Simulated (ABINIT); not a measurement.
Crystal: TiC.

```xyz
2
Lattice="0.0000 2.1657 2.1657 2.1657 0.0000 2.1657 2.1657 2.1657 0.0000" Properties=species:S:1:pos:R:3 pbc="T T T"
Ti    0.0000    0.0000    0.0000
C     2.1657    2.1657    2.1657
```

The cell is a database's computed one.

Base run:

* Program: ABINIT 10.8.3 (patched build)
* Functional: PBEsol
* Potentials or basis: JTH PAW PBE v2.0
* Cutoff: 517 eV
* k mesh: 11 × 11 × 11
* Occupations: fermi-dirac, width 0.05 eV
* Spin: no spin polarisation

Its results: band gap on the k mesh none (metal or under the smearing width); pressure -6.0 GPa.

**Question.** The run is repeated on the same cell with these changes: potentials or basis from JTH PAW PBE v2.0 to PseudoDojo NC SR PBEsol v0.4 stringent; cutoff from 517 eV to 1143 eV. What comes out?

**Answer.** Band gap on the k mesh none (metal or under the smearing width); pressure -6.5 GPa.

Caveats: the PAW data sets were made with another functional, which shifts forces and pressure a little (some runs).
